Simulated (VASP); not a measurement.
# As (R-3m) in VASP: further runs, part 2 of 3

VASP 6.6.1. The steps go on from the part before.

## (3) Relaxation of cell and atoms, LDA

Contents of INCAR:

```
  PREC = Accurate
  ENCUT = 600
  EDIFF = 1E-7
  ISMEAR = 0
  SIGMA = 0.1
  LREAL = False
  LASPH = True
  NELM = 100
  ALGO = Fast
  ISIF = 3
  LWAVE = False
  LCHARG = False
  GGA = CA
  IBRION = 2
  NSW = 90
  EDIFFG = -0.005
```

Contents of KPOINTS:

```
Automatic mesh
0
Gamma
  15 15 15
```

Contents of POSCAR:

```
As
1.0
    1.8797500000      1.0852741700      3.4857666700
   -1.8797500000      1.0852741700      3.4857666700
    0.0000000000     -2.1705483400      3.4857666700
As
2
Direct
    0.2275400000      0.2275400000      0.2275400000
    0.7724600000      0.7724600000      0.7724600000
```

Potentials or basis: VASP PAW LDA potentials, release 64 (As).

Run with:

```
> cat potpaw_LDA.64/As/POTCAR > POTCAR
> mpirun -np 1 vasp_std > vasp.out
```

OUTCAR:

```text
PREC = Accurate
   ENCUT = 600
   EDIFF = 1E-7
   ISMEAR = 0
   LREAL = False
   LASPH = True
   NELM = 100
   ISIF = 3
   GGA = CA
   IBRION = 2
   NSW = 90
   EDIFFG = -0.005

 ion  position               nearest neighbor table
   1  0.228  0.228  0.228-   2 2.52   2 2.52   2 2.52
   2  0.772  0.772  0.772-   1 2.52   1 2.52   1 2.52

  LATTYP: Found a trigonal (rhomboedric) cell.
 ALAT       =     4.1063182249
 COS(alpha) =     0.5808929386

  Lattice vectors:

 A1 = (   1.8797500000,   1.0852741700,   3.4857666700)
 A2 = (  -1.8797500000,   1.0852741700,   3.4857666700)
 A3 = (   0.0000000000,  -2.1705483400,   3.4857666700)

Analysis of symmetry for initial positions (statically):
=====================================================================
 Subroutine PRICEL returns:
 Original cell was already a primitive cell.

 Routine SETGRP: Setting up the symmetry group for a
 trigonal (rhombohedral) supercell.

 Subroutine GETGRP returns: Found 12 space group operations
 (whereof 12 operations were pure point group operations)
 out of a pool of 12 trial point group operations.

The static configuration has the point symmetry D_3d.

Analysis of symmetry for dynamics (positions and initial velocities):
=====================================================================
 Subroutine PRICEL returns:
 Original cell was already a primitive cell.

 Routine SETGRP: Setting up the symmetry group for a
 trigonal (rhombohedral) supercell.

 Subroutine GETGRP returns: Found 12 space group operations
 (whereof 12 operations were pure point group operations)
 out of a pool of 12 trial point group operations.

The dynamic configuration has the point symmetry D_3d.

 Subroutine INISYM returns: Found 12 space group operations
 (whereof 12 operations are pure point group operations),
 and found     1 'primitive' translations

----------------------------------------------------------------------------------------

                                     Primitive cell

  volume of cell :      42.6667

  direct lattice vectors                    reciprocal lattice vectors
     1.879750000  1.085274170  3.485766670     0.265992818  0.153571025  0.095626978
    -1.879750000  1.085274170  3.485766670    -0.265992818  0.153571025  0.095626978
     0.000000000 -2.170548340  3.485766670     0.000000000 -0.307142050  0.095626978

  length of vectors
     4.106318225  4.106318225  4.106318226     0.321684252  0.321684252  0.321684252

  position of ions in fractional coordinates (direct lattice)
     0.227540000  0.227540000  0.227540000
     0.772460000  0.772460000  0.772460000

  ion indices of the primitive-cell ions
   primitive index   ion index
                 1           1
                 2           2

----------------------------------------------------------------------------------------

 KPOINTS: Automatic mesh

Automatic generation of k-mesh.
 Grid dimensions read from file:
 generate k-points for:   15   15   15

 Generating k-lattice:
[... 63 lines left out ...]
   LREAL  =      F    real-space projection
   EDIFFG = -.5E-02   stopping-criterion for IOM
   NSW    =     90    number of steps for IOM
   IBRION =      2    ionic relax: 0-MD 1-quasi-New 2-CG
   NFREE  =      1    steps in history (QN), initial steepest desc. (CG)
   ISIF   =      3    stress and relaxation
   ISYM   =      2    0-nonsym 1-usesym 2-fastsym
   POTIM  = 0.5000    time-step for ionic-motion
   TEBEG  =    0.0;   TEEND  =   0.0 temperature during run
   PSTRESS=    0.0 pullay stress
   NELECT =      10.0000    total number of electrons
   NUPDOWN=      -1.0000    fix difference up-down
   EMIN   =  10.00;   EMAX   =-10.00  energy-range for DOS
   EFERMI =   0.00;   METHOD = LEGACY
   ISMEAR =     0;   SIGMA  =   0.10  broadening in eV -4-tet -1-fermi 0-gaus
   EFERMI_NEDOS =   21; number of points for ismear=-14 and -15
   IALGO  =     68    algorithm
   IMIX   =      4    mixing-type and parameters
     AMIX     =   0.40;   BMIX     =  1.00
     AMIX_MAG =   1.60;   BMIX_MAG =  1.00
  volume/ion in A,a.u.               =      21.33       143.96
  Fermi-wavevector in a.u.,A,eV,Ry     =   1.009358  1.907410 13.861657  1.018803
  Thomas-Fermi vector in A             =   2.142281
   LORBIT       =      0    0 simple, 1 ext, 2 COOP (PROOUT), +10 PAW based schemes
   GGA     = CA    functional components
   LHFCALC =     F    Hartree Fock is set to
   AEXX    =    0.0000 exact exchange contribution
   IVDW    =     0    specifies the selected vdW correction
   LEPSILON=     F    determine dielectric tensor
   LRPA    =     F    only Hartree local field effects (RPA)
 conjugate gradient relaxation of ions
 non-spin polarized calculation
 RMM-DIIS sequential band-by-band and
 Gauss-broadening in eV      SIGMA  =   0.10
  energy-cutoff  :      600.00
  volume of cell :       42.67
 maximum number of plane-waves:      1443
 NGX is ok and might be reduce to    36
   NGX = 17   NGY = 17   NGZ = 17

--------------------------------------- Ionic step        1  -------------------------------------------

 number of electron      10.0000000 magnetization

 Free energy of the ion-electron system (eV)
  ---------------------------------------------------
  ext. energy  EPLUGINS =         0.00000000
  ---------------------------------------------------
  free energy    TOTEN  =       -10.76584926 eV

  energy without entropy =      -10.76505139  energy(sigma->0) =      -10.76545032

------------------------ aborting loop because EDIFF is reached ----------------------------------------

  FORCE on cell =-STRESS in cart. coord.  units (eV):
  Direction    XX          YY          ZZ          XY          YZ          ZX
  --------------------------------------------------------------------------------------
  -------------------------------------------------------------------------------------
  Total       -0.1949352     -0.1949352     -0.4799227      0.0000000      0.0000000      0.0000000
  in kB       -7.3200093     -7.3200093    -18.0215745      0.0000000      0.0000000      0.0000000
  external PRESSURE =     -10.8871977 kB  Pullay stress =       0.0000000 kB
[... 89 lines left out ...]
  FREE ENERGIE OF THE ION-ELECTRON SYSTEM (eV)
  ---------------------------------------------------
  free  energy   TOTEN  =       -10.7730234177 eV

  energy  without entropy=      -10.7723434963  energy(sigma->0) =      -10.77268346

[... ionic steps 4 to 7 ...]

--------------------------------------- Ionic step        8  -------------------------------------------

 number of electron      10.0000000 magnetization

------------------------ aborting loop because EDIFF is reached ----------------------------------------
[... 67 lines left out ...]
--------------------------------------- Ionic step       10  -------------------------------------------

 number of electron      10.0000000 magnetization

 Free energy of the ion-electron system (eV)
  ---------------------------------------------------
  ext. energy  EPLUGINS =         0.00000000
  ---------------------------------------------------
  free energy    TOTEN  =       -10.78285627 eV

  energy without entropy =      -10.78227533  energy(sigma->0) =      -10.78256580

 E-fermi :   5.9759     XC(G=0): -10.4046

 val. band max:        5.9715793721   @ k =   0.3333   0.1333   0.1333
 cond. band min:       6.0004023945   @ k =   0.3333   0.2000   0.2000
 fundamental gap:      0.0288230224
 Fermi energy:         5.9758650732

 k-point     1 :       0.0000    0.0000    0.0000
  band No.  band energies     occupation
      1      -9.3278      2.00000
      2       0.4699      2.00000
      3       3.5899      2.00000
      4       3.8624      2.00000
      5       3.8624      2.00000
      6       8.1552      0.00000
      7       9.1515      0.00000
      8       9.1515      0.00000
      9      12.4194      0.00000
[... 265 lines left out ...]
 k-point    24 :       0.2000    0.1333    0.0000
  band No.  band energies     occupation
      1      -8.8092      2.00000
      2      -1.1385      2.00000
      3       2.7245      2.00000
      4       3.1374      2.00000
      5       5.2411      2.00000
      6       6.9756      0.00000
      7       8.6283      0.00000
      8       9.6152      0.00000
      9      11.2702      0.00000

 [... further k-points ...]

------------------------ aborting loop because EDIFF is reached ----------------------------------------

  FORCE on cell =-STRESS in cart. coord.  units (eV):
  Direction    XX          YY          ZZ          XY          YZ          ZX
  --------------------------------------------------------------------------------------
  -------------------------------------------------------------------------------------
  Total        0.0004111      0.0004111     -0.0060792      0.0000000      0.0000000      0.0000000
  in kB        0.0161166      0.0161166     -0.2383330      0.0000000      0.0000000      0.0000000
  external PRESSURE =      -0.0686999 kB  Pullay stress =       0.0000000 kB
[... 17 lines left out ...]
  FREE ENERGIE OF THE ION-ELECTRON SYSTEM (eV)
  ---------------------------------------------------
  free  energy   TOTEN  =       -10.7828562717 eV

  energy  without entropy=      -10.7822753323  energy(sigma->0) =      -10.78256580

 reached required accuracy - stopping structural energy minimisation
```

OSZICAR:

```text
N       E                     dE             d eps       ncg     rms          rms(c)
DAV:   1     0.328708374025E+02    0.32871E+02   -0.47514E+03  6192   0.104E+03
DAV:   2    -0.941967619494E+01   -0.42291E+02   -0.41197E+02  9469   0.129E+02
DAV:   3    -0.108060396556E+02   -0.13864E+01   -0.13808E+01  7253   0.285E+01
[... 77 lines left out ...]
       N       E                     dE             d eps       ncg     rms          rms(c)
DAV:   1    -0.107828587976E+02   -0.58852E-05   -0.10660E-04  6826   0.670E-02    0.769E-03
RMM:   2    -0.107828569822E+02    0.18154E-05   -0.30019E-06  6192   0.137E-02    0.436E-03
RMM:   3    -0.107828562737E+02    0.70855E-06   -0.17737E-06  6192   0.872E-03    0.667E-04
RMM:   4    -0.107828562717E+02    0.19220E-08   -0.12770E-07  4016   0.314E-03
  10 F= -.10782856E+02 E0= -.10782566E+02  d E =-.714456E-04
```

It took 14 min on 1 thread of Intel Xeon Platinum 8259CL at 2.50GHz (Skylake/Cascade Lake), shared host; peak memory 0.31 GiB.

Results:

```
Free energy                            : -10.7829 eV
Relaxed volume                         : 20.43 Å³/atom
Relaxed cell                           : a = 3.974 Å, b = 3.974 Å, c = 3.974 Å, α = 56.58°, β = 56.58°, γ = 56.58°
Space group after relaxing (to 0.05 Å) : R-3m (No. 166)
Energy gained by relaxing              : 8.5 meV/atom
Ionic steps                            : 10
Pressure after relaxing                : 0.0 GPa
Largest force after relaxing           : 0.004 eV/Å
Band gap on the k mesh                 : none (metal or under the smearing width)
```

Forces in eV/Å, atoms in the order of the input:
```
As   0.000  0.000  0.004
As   0.000  0.000 -0.004
```

Step by step:
| step | energy change (eV) | largest force (eV/Å) | pressure (GPa) | volume (Å³) |
| --- | --- | --- | --- | --- |
| 1 | 0.0000 | 0.1344 | -1.09 | 42.67 |
| 2 | -0.0063 | 0.1878 | 0.16 | 41.78 |
| 3 | -0.0072 | 0.2161 | 0.87 | 41.31 |
| 4 | -0.0111 | 0.1370 | 0.68 | 41.16 |
| 5 | -0.0159 | 0.0726 | 0.24 | 40.68 |
| 6 | -0.0159 | 0.0630 | 0.26 | 40.70 |
| 7 | -0.0167 | 0.0425 | 0.03 | 40.83 |
| 8 | -0.0169 | 0.0229 | -0.19 | 40.94 |
| 9 | -0.0170 | 0.0100 | 0.03 | 40.85 |
| 10 | -0.0170 | 0.0041 | -0.01 | 40.87 |

Final structure:
```xyz
2
Lattice="1.8834 1.0874 3.3259 -1.8834 1.0874 3.3259 0.0000 -2.1747 3.3259" Properties=species:S:1:pos:R:3 pbc="T T T"
As    0.0000    0.0000    2.3037
As    0.0000    0.0000    7.6740
```

LDA usually gives volumes a few per cent too small. Zero-point motion and thermal expansion aren't in these numbers.

(Part 2 of 3 ends here.)
